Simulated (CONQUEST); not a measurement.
# C in CONQUEST: convergence with smearing width

Input of the first run (smearing width 0.4 eV); the others differ in this setting and in those tied to it:

The input Conquest_input:

```
IO.Title C
IO.Coordinates coords.dat
IO.FractionalAtomicCoords T
IO.Iprint 2
IO.Iprint_init 1
General.NumberOfSpecies 1
General.PseudopotentialType hamann
AtomMove.TypeOfRun static
AtomMove.FullStress T
Grid.GridCutoff 120
DM.SolutionMethod diagon
Diag.MPMesh T
Diag.GammaCentred T
Diag.MPMeshX 9
Diag.MPMeshY 9
Diag.MPMeshZ 6
Diag.kT 0.01469973
minE.SCTolerance 1e-6
Diag.SmearingType 1
Diag.MPOrder 1
SC.MaxIters 100
IO.AtomChargeOutput T
%block ChemicalSpeciesLabel
1 12.010 C
%endblock
```

Contents of coords.dat:

```
    4.7660140857     0.0000000000     0.0000000000
    0.0000000000     4.7660140857     0.0000000000
    0.0000000000     0.0000000000     6.7401617577
4
  0.4869090000   0.9938910000   0.7539040000 1 T T T
  0.9869090000   0.4938910000   0.2539040000 1 T T T
  0.4936560000   0.4957810000   0.0106210000 1 T T T
  0.9936560000   0.9957810000   0.5106210000 1 T T T
```

Potentials or basis: PseudoDojo NC PBE, SZP, grid cutoff 120 Ha.

Command:

```sh
$ OMP_NUM_THREADS=1 Conquest
```

The cell isn't the ideal one: atoms moved at random.

This isn't the form of C at room conditions, which is graphite.

Hardware: 1 thread of AMD EPYC 7B13 (Zen 3), with other jobs on the host.

```tsv
smearing width	energy less the tightest run (meV/atom)	SCF cycles	CPU time (s)	peak memory (GiB)
0.4 eV	0.04	5	44	0.28
0.3 eV	0.03	5	44	0.28
0.2 eV	0.01	5	46	0.28
0.1 eV	0.01	5	45	0.28
0.05 eV	0.00	5	44	0.28
0.025 eV	0.00	5	45	0.28
0.01 eV	0.00	5	47	0.28
0.005 eV	0.00	5	50	0.28
```

Against the tightest run, the energy stays within 1 meV/atom from 0.4 eV on. The tightest run that finished is the yardstick and may itself not be fully converged.

Caveat, for the tightest run too: the atomic basis is small.
